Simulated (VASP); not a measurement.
A run of VASP 6.6.1 is set up as follows.

File INCAR:

```
  PREC = Accurate
  ENCUT = 600
  EDIFF = 1E-7
  ISMEAR = 0
  SIGMA = 0.03
  LREAL = F
  LASPH = T
  NELM = 80
  ALGO = Normal
  ISIF = 3
  LWAVE = F
  LCHARG = F
  GGA = CA
  IBRION = 2
  NSW = 90
  EDIFFG = -0.005
```

The input KPOINTS:

```
regular mesh
0
Gamma
  8 8 8
```

File POSCAR:

```
InP                                     
1.0
    0.0000000000      2.9142540919      2.9142540919
    2.9142540919      0.0000000000      2.9142540919
    2.9142540919      2.9142540919      0.0000000000
  In              P             
     1     1
Direct
     0.0000000000000000    0.0000000000000000    0.0000000000000000
     0.2500000000000000    0.2500000000000000    0.2500000000000000
```

Potentials or basis: VASP PAW LDA potentials, release 64 (In_d, P).

Run with:

```console
$ cat potpaw_LDA.64/In_d/POTCAR potpaw_LDA.64/P/POTCAR > POTCAR
$ mpirun -np 1 vasp_std > vasp.out
```

Problem. Predict the band gap on the k mesh.

Solution. 0.60 eV, direct.

Final structure:
```
In P
1.0
     0.00000    2.91425    2.91425
     2.91425    0.00000    2.91425
     2.91425    2.91425    0.00000
In P
1 1
Direct
  0.00000 0.00000 0.00000
  0.25000 0.25000 0.25000
```

Caveat: the relaxation stopped at its first step, so nothing moved; spin-orbit coupling is left out, which moves the levels of the heavy elements. Expect the measured gap to be larger: semilocal functionals such as LDA lack the derivative discontinuity.
